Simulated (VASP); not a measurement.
The system is TiTe.

```
CELL_PARAMETERS angstrom
0.00000 3.31060 3.31060
3.31060 0.00000 3.31060
3.31060 3.31060 0.00000
ATOMIC_POSITIONS crystal
Ti 0.00000 0.00000 0.00000
Te 0.25000 0.25000 0.25000
```

The cell comes from a database or a generator and needn't be the stable form of this composition.

Base run:

```yaml
Program: VASP 6.6.1
Functional: PBE
Potentials_or_basis: VASP PAW PBE potentials, release 64 (Ti_sv, Te)
Cutoff: 520 eV
k_mesh: 5 × 5 × 5
Occupations: gaussian, width 0.05 eV
Spin: collinear spin, ferromagnetic start
Starting_moments: "[1.0, 0.0] μB"
Hubbard_terms: Ti d U = 6 eV
```

Its results: pressure 2.5 GPa.

**Question.** The run is repeated on the same cell with these changes: further incar settings from ALGO = Normal; EDIFF = 1e-06; NBANDS = 20 to ALGO = Normal; EDIFF = 1e-07; NBANDS = 20; fixed moment from none to 0 μB. What comes out?

**Answer.** Pressure -4.6 GPa.

Caveats: the U is typed as a test and isn't derived for this compound; the total moment is fixed, so each spin has its own Fermi level (some runs).
